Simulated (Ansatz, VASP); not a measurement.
# Na in VASP and in Ansatz

INCAR

```
SYSTEM = Na
  ALGO = Normal
  EDIFF = 1E-7
  ENCUT = 520
  GGA = PE
  ISIF = 2
  ISMEAR = -1
  LASPH = .TRUE.
  LCHARG = .FALSE.
  LREAL = .FALSE.
  LWAVE = .FALSE.
  NBANDS = 10
  NELM = 100
  PREC = Accurate
  SIGMA = 0.05
```

The input KPOINTS:

```
k-points
0
G
  9 9 9
  0 0 0
```

POSCAR

```
Na
1.0
   -2.1266304395      2.1266304395      2.1266304395
    2.1266304395     -2.1266304395      2.1266304395
    2.1266304395      2.1266304395     -2.1266304395
Na
1
Direct
    0.0000000000      0.0000000000      0.0000000000
```

File input.yaml:

```yaml
crystal:
  lattice:
    - [-2.1266304395, 2.1266304395, 2.1266304395]
    - [2.1266304395, -2.1266304395, 2.1266304395]
    - [2.1266304395, 2.1266304395, -2.1266304395]
  atoms:
    - { symbol: Na, position: [0.0, 0.0, 0.0] }
hamiltonian:
  xc: pbe
  pseudopotentials: { kind: paw }
kpoints:
  mp_grid: { grid: [9, 9, 9] }
scf:
  occupations: { method: fermi_dirac, width: 0.05 }
output:
  forces: true
  stress: true
  eigenvalues: true
  write_density: true
  write_potential: true
  elf: true
  volumetric_format: npy
```

Change from the starting cell: volume scaled by 0.98.

Alike in both runs: task single point; functional PBE; k mesh 9 × 9 × 9; occupations fermi-dirac, width 0.05 eV; no spin polarisation.

```csv
,VASP,Ansatz
version,VASP 6.6.1,Ansatz 0.2.0
potentials or method,"VASP PAW PBE potentials, release 64 (Na_pv)",Ansatz PAW
plane-wave cutoff (eV),520,420
valence electrons in the cell,7,9
```

```tsv
	VASP	Ansatz	Ansatz less VASP
gap on the k mesh at the Fermi level (eV)	none	none	-
pressure (GPa)	-0.3	-0.3	+0.01
```

A gap of «none» marks a metal or a gap that the smearing closes. The two sets of potentials don't hold the same shells in valence.
